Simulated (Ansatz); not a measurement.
Here is an Ansatz 0.2.0 calculation.

Contents of input.yaml:

```yaml
crystal:
  lattice:
    - [-5.37331, 5.37331, 1.616233]
    - [5.37331, -5.37331, 1.616233]
    - [5.37331, 5.37331, -1.616233]
  atoms:
    - { symbol: Sn, position: [0.3510765, 0.8310675, 0.182144] }
    - { symbol: Sn, position: [0.8310675, 0.6489235, 0.479991] }
    - { symbol: Sn, position: [0.1689325, 0.3510765, 0.520009] }
    - { symbol: Sn, position: [0.6489235, 0.1689325, 0.817856] }
    - { symbol: O, position: [0.2056015, 0.1549285, 0.36053] }
    - { symbol: O, position: [0.8450715, 0.2056015, 0.050673] }
    - { symbol: O, position: [0.7943985, 0.8450715, 0.63947] }
    - { symbol: O, position: [0.1549285, 0.7943985, 0.949327] }
    - { symbol: O, position: [0.1610445, 0.5429605, 0.704005] }
    - { symbol: O, position: [0.5429605, 0.8389555, 0.381916] }
    - { symbol: O, position: [0.4570395, 0.1610445, 0.618084] }
    - { symbol: O, position: [0.8389555, 0.4570395, 0.295995] }
hamiltonian:
  xc: rpbe
  pseudopotentials: { kind: paw }
  dispersion: d4
kpoints:
  mp_grid: { grid: [9, 9, 9] }
scf:
  occupations: { method: fermi_dirac, width: 0.05 }
output:
  forces: true
  stress: true
  eigenvalues: true
  write_density: true
  write_potential: true
  elf: true
  volumetric_format: npy
relax:
  f_tol: 0.01
  max_steps: 40
  cell: { stress_tol: 0.05 }
```

Potentials or basis: Ansatz PAW.

Run with:

```sh
$ ansatz run input.yaml --threads 4 --pin off --max-ram 11264MiB --backend cpu --events-out ev --progress --plain --runs-dir out
```

**Question.** Predict the space group after relaxing (to 0.05 Å).

**Answer.** I4/m (No. 87).

**Question.** Predict the band gap on the k mesh.

**Answer.** 1.96 eV, indirect (least direct gap 2.09 eV).

**Question.** What does it give for the relaxed cell?

**Answer.** a = 7.738 Å, b = 7.738 Å, c = 7.738 Å, α = 92.48°, β = 92.48°, γ = 155.97°.

**Question.** What does it give for the relaxed volume?

**Answer.** 15.38 Å³/atom.

Final structure:
```
Sn O
1.0
    -5.35160    5.35160    1.61072
     5.35160   -5.35160    1.61072
     5.35160    5.35160   -1.61072
Sn O
4 8
Direct
  0.35028 0.83299 0.18327
  0.83299 0.64972 0.48271
  0.16701 0.35028 0.51729
  0.64972 0.16701 0.81673
  0.20664 0.15503 0.36167
  0.84497 0.20664 0.05160
  0.79336 0.84497 0.63833
  0.15503 0.79336 0.94840
  0.15927 0.54220 0.70148
  0.54220 0.84073 0.38293
  0.45780 0.15927 0.61707
  0.84073 0.45780 0.29852
```

Caveat: odd divisions of the mesh miss points on the zone boundary, where band edges often lie, so the gap on the mesh can be too wide; the plane-wave basis is chosen anew once the cell has moved, so the energies of steps on either side of that aren't comparable; the pressure holds a Pulay correction of +0.6 GPa for the finite cutoff; spin-orbit coupling is left out, which moves the levels of the heavy elements; the PAW data sets come from PBE, with cores solved anew for the run's functional, which leaves a small shift of forces and pressure. A k mesh can miss the band edges.
